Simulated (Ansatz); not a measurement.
The system is FeSi.

```
CELL_PARAMETERS angstrom
4.55070 0.00000 0.00000
0.00000 4.55070 0.00000
0.00000 0.00000 4.55070
ATOMIC_POSITIONS crystal
Fe 0.86348 0.63652 0.36348
Fe 0.63652 0.36348 0.86348
Fe 0.36348 0.86348 0.63652
Fe 0.13652 0.13652 0.13652
Si 0.15760 0.34240 0.65760
Si 0.34240 0.65760 0.15760
Si 0.65760 0.15760 0.34240
Si 0.84240 0.84240 0.84240
```

Base run:

- Program: Ansatz 0.2.0
- Functional: PBEsol
- Potentials or basis: all-electron LAPW, scalar-relativistic
- Cutoff: 273 eV (chosen from the basis error)
- Basis error allowed: 0.002 eV/atom
- k mesh: 6 × 6 × 6
- Occupations: fermi-dirac, width 0.05 eV
- Spin: collinear spin, ferromagnetic start
- Starting moments: [3.0, 3.0, 3.0, 3.0, 0.0, 0.0, 0.0, 0.0] μB

Its results: pressure -16.8 GPa; net moment 3.62 μB per cell; site moments Fe +1.01; Si -0.05 μB; largest force 0.081 eV/Å.

Problem. The run is repeated on the same cell with these changes: functional from PBEsol to PBE. What comes out?

Solution. Pressure -10.4 GPa; net moment 3.75 μB per cell; site moments Fe +1.05; Si -0.05 μB; largest force 0.095 eV/Å.

PBE binds less tightly than PBEsol, so the same cell stands under more pressure.
